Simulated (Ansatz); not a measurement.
Here is an Ansatz input file for CaO, space group P6_3/mmc. Write the same calculation for the Python package.

```yaml
crystal:
  lattice:
    - [3.991976, 0.0, 0.0]
    - [-1.995988, 3.457152, 0.0]
    - [0.0, 0.0, 4.78484]
  atoms:
    - { symbol: Ca, position: [0.3333333333333333, 0.6666666666666666, 0.75] }
    - { symbol: Ca, position: [0.6666666666666666, 0.3333333333333333, 0.25] }
    - { symbol: O, position: [0.3333333333333333, 0.6666666666666666, 0.25] }
    - { symbol: O, position: [0.6666666666666666, 0.3333333333333333, 0.75] }
kpoints:
  mp_grid:
    grid: [6, 6, 4]
hamiltonian:
  xc: r2scan
  pseudopotentials:
    kind: paw
scf:
  occupations:
    method: fixed
phonons:
  method: fd
  supercell: [1, 1, 1]
  amplitude: 0.015
```

The script, `cao_phonons.py`:
```python
# -*- coding: utf-8 -*-
from pathlib import Path

import ansatz as az
import numpy as np
from pymatgen.core import Lattice, Structure
from pymatgen.io.ase import AseAtomsAdaptor

pmg_structure = Structure(
    Lattice([[3.991976, 0.0, 0.0], [-1.995988, 3.457152, 0.0], [0.0, 0.0, 4.78484]]),
    ["Ca", "Ca", "O", "O"],
    [
        [1 / 3, 2 / 3, 0.75],
        [2 / 3, 1 / 3, 0.25],
        [1 / 3, 2 / 3, 0.25],
        [2 / 3, 1 / 3, 0.75],
    ],
)
cao = az.Crystal.from_ase(AseAtomsAdaptor.get_atoms(pmg_structure))

calculation = (
    cao.calculation()
    .functional("r2SCAN")
    .pseudopotentials("paw")
    .occupations("Fixed")
    .kpoints(6, 6, 4)
    .phonons("fd", supercell=1, amplitude=0.015)
)
out = calculation.run(runs_dir="phonon_runs")
folder = Path(out.output_folder) / "results"
ph = out.phonons

print("modes at Gamma (1/cm):", np.round(ph.gamma_omega_inv_cm, 1) + 0.0)
print(f"{ph.n_members} displaced supercells, sum-rule residual {ph.asr_residual_pre_ev_ang2:.1e} eV/A^2")
optical = np.sort(ph.gamma_omega_inv_cm)
print("imaginary modes at Gamma:", int((optical < -10).sum()), "- highest mode", round(float(optical[-1]), 1), "1/cm")
```

Running `python cao_phonons.py` prints:
```text
DeckWarning: basis.ecutwfc = 500 eV, auto-derived from the records' recommended cutoffs: set by Ca (their level for a meta-GGA)
modes at Gamma (1/cm): [  0.    0.    0.  203.6 203.6 279.3 297.1 372.2 372.2 374.7 378.4 378.4]
2 displaced supercells, sum-rule residual 6.4e-04 eV/A^2
imaginary modes at Gamma: 0 - highest mode 378.4 1/cm
```
(Warnings from the package without file and line.)

Caveats:
- The cell isn't relaxed first, so the values belong to this volume.
- No non-analytic term is added, so at the zone centre the longitudinal optical modes of a polar crystal aren't split off.
- This cell is a computed structure, which may not be the phase found in nature.
- The structure is taken as given and the supercell is small; imaginary modes can come from an unrelaxed or unstable start.
- Hardware and time: 88 s on 1 thread of Arm Neoverse V2 (shared host), peak memory 1.6 GiB.

(Lines on the test bed's own set-up are left out of the output.)
